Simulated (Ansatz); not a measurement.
# Ca4F and its competing phases

Theory: DFT PBE, scalar-relativistic, plane waves, PAW (Ansatz 0.2.0). All cells share a 420 eV cutoff and Γ-centred k meshes spaced at most about 0.3 Å⁻¹ (about 0.25 or finer for metals, 2π included). No spin polarisation.

The zero of energy is the elements' standard structures at the same level (F₂ as a molecule); no fitted shifts are applied.

All energies are static (0 K, no zero-point motion). A magnetic state wasn't ruled out in cells without spin, among them Ca4F Pm-3m.

The competitors are the elements and 1 reference phase of this chemical system (from databases or known types: CaF2), relaxed at the same level; other known phases may be missing.

The candidate was reached from: Mn4N type (Pm-3m).

```yaml
crystal:
  lattice:
    - [5.42314, 0.00000, 0.00000]
    - [0.00000, 5.42314, 0.00000]
    - [0.00000, 0.00000, 5.42314]
  atoms:
    - { symbol: Ca, position: [0.00000, 0.00000, 0.00000] }
    - { symbol: Ca, position: [0.50000, 0.50000, 0.00000] }
    - { symbol: Ca, position: [0.50000, 0.00000, 0.50000] }
    - { symbol: Ca, position: [0.00000, 0.50000, 0.50000] }
    - { symbol: F, position: [0.50000, 0.50000, 0.50000] }
```

The lowest competing mixture at this composition:

```json
{"phase": "Ca", "space group": "-", "source": "element", "share of atoms": "0.7000", "ΔE_f (eV/atom)": "0.000"}
{"phase": "CaF2", "space group": "Fm-3m (No. 225)", "source": "Materials Project", "share of atoms": "0.3000", "ΔE_f (eV/atom)": "-3.921"}
```

Task: What are the hull's energy here, the candidate's formation energy and its margin?

Result: The hull lies at -1.176 eV/atom, the weighted sum of the last column. The candidate has -0.981 eV/atom, which is 195 meV/atom above it. The candidate matches no cell in the subsets of the Crystallography Open Database and the Materials Project at hand. It is metastable at best. Whether it is a true minimum wasn't tested by phonons.
